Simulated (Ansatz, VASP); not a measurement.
# NaH in VASP and in Ansatz

```
Na H
1.0
     0.00000    2.44000    2.44000
     2.44000    0.00000    2.44000
     2.44000    2.44000    0.00000
Na H
1 1
Direct
  0.00000 0.00000 0.00000
  0.54611 0.45389 0.45389
```

Alike in both runs: task single point; functional LDA; k mesh 8 × 8 × 8; occupations gaussian, width 0.05 eV; no spin polarisation.

|  | VASP | Ansatz |
| --- | --- | --- |
| version | VASP 6.6.1 | Ansatz 0.2.0 |
| potentials or method | VASP PAW LDA potentials, release 64 (Na_pv, H) | scalar-relativistic, plane waves, PAW |
| plane-wave cutoff (eV) | 520 | 420 |
| valence electrons in the cell | 8 | 10 |

VASP gave:

| Quantity | Value |
| --- | --- |
| gap on the k mesh at the Fermi level (eV) | 3.35 |
| least direct gap on the mesh (eV) | 4.26 |
| pressure (GPa) | -2.3 |
| largest component of the traceless stress (GPa) | 0.98 |
| rms of the force components (eV/Å) | 0.111 |

What did Ansatz give for the same quantities?

gap on the k mesh at the Fermi level (eV): 3.36; least direct gap on the mesh (eV): 4.26; pressure (GPa): -2.2; largest component of the traceless stress (GPa): 0.97; rms of the force components (eV/Å): 0.110.

Atom by atom the forces differ by 0.001 eV/Å (rms over components). The two sets of potentials don't hold the same shells in valence.

A k mesh can miss the band edges.
